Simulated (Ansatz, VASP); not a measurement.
# CsH: VASP beside Ansatz

Contents of POSCAR:

```
CsH
1.0
    0.0000000000      3.1880000000      3.1880000000
    3.1880000000      0.0000000000      3.1880000000
    3.1880000000      3.1880000000      0.0000000000
Cs H
1 1
Direct
    0.0196047679     -0.0196047679      0.0196047679
    0.5000000000      0.5000000000      0.5000000000
```

File INCAR.step1:

```
PREC     = Accurate       # precision mode
ENCUT    = 520            # plane-wave cutoff, eV
ISMEAR   = 0              # smearing method
SIGMA    = 0.05           # smearing width, eV
LREAL    = False          # projectors in reciprocal space
LASPH    = True           # aspherical terms in the spheres
NELM     = 60             # most SCF steps
NBANDS   = 12             # bands
GGA      = PE             # functional
ALGO     = Normal         # electronic algorithm
EDIFF    = 1E-4           # SCF threshold, eV
LWAVE    = True           # write WAVECAR
LCHARG   = False          # write CHGCAR
```

Contents of INCAR.step2:

```
PREC     = Accurate       # precision mode
ENCUT    = 520            # plane-wave cutoff, eV
EDIFF    = 1E-6           # SCF threshold, eV
ISMEAR   = 0              # smearing method
SIGMA    = 0.05           # smearing width, eV
LREAL    = False          # projectors in reciprocal space
LASPH    = True           # aspherical terms in the spheres
NELM     = 60             # most SCF steps
ALGO     = Normal         # electronic algorithm
ISIF     = 2              # what is computed and relaxed
LWAVE    = False          # write WAVECAR
LCHARG   = False          # write CHGCAR
METAGGA  = R2SCAN         # meta-GGA
LMIXTAU  = True         
NBANDS   = 12             # bands
ISTART   = 1
```

File KPOINTS:

```
Automatic mesh
0
Gamma
  6 6 6
```

Input for Ansatz:

```yaml
crystal:
  lattice:
    - [0.0, 3.188, 3.188]
    - [3.188, 0.0, 3.188]
    - [3.188, 3.188, 0.0]
  atoms:
    - { symbol: Cs, position: [0.0196047679, -0.0196047679, 0.0196047679] }
    - { symbol: H, position: [0.5, 0.5, 0.5] }
basis:
  ecutwfc: 500
kpoints:
  mp_grid: { grid: [6, 6, 6] }
hamiltonian:
  xc: r2scan
scf:
  occupations: { method: gaussian, width: 0.05 }
output:
  forces: true
  stress: true
  eigenvalues: true
```

Change from the starting cell: all Cs atoms moved +0.125 Å, as atom 1 along Cartesian [0 1 0].

Alike in both runs: task single point; functional r2SCAN; k mesh 6 × 6 × 6; occupations gaussian, width 0.05 eV; no spin polarisation.

|  | VASP | Ansatz |
| --- | --- | --- |
| version | VASP 6.6.1 | Ansatz 0.2.0 |
| potentials or method | VASP PAW PBE potentials, release 64 (Cs_sv, H) | scalar-relativistic, plane waves, PAW |
| plane-wave cutoff (eV) | 520 | 500 |
| valence electrons in the cell | 10 | 10 |

|  | VASP | Ansatz | Ansatz less VASP |
| --- | --- | --- | --- |
| gap on the k mesh at the Fermi level (eV) | 2.68 | 2.69 | +0.017 |
| least direct gap on the mesh (eV) | 2.68 | 2.69 | +0.017 |
| pressure (GPa) | 0.1 | 0.0 | -0.03 |
| largest component of the traceless stress (GPa) | 0.11 | 0.11 | -0.002 |
| rms of the force components (eV/Å) | 0.045 | 0.045 | -0.0006 |

Atom by atom the forces differ by 0.001 eV/Å (rms over components).

Caveats: the PAW data sets were made with another functional, which shifts forces and pressure a little (VASP); spin-orbit coupling is left out, which moves the levels of the heavy elements. A k mesh can miss the band edges.
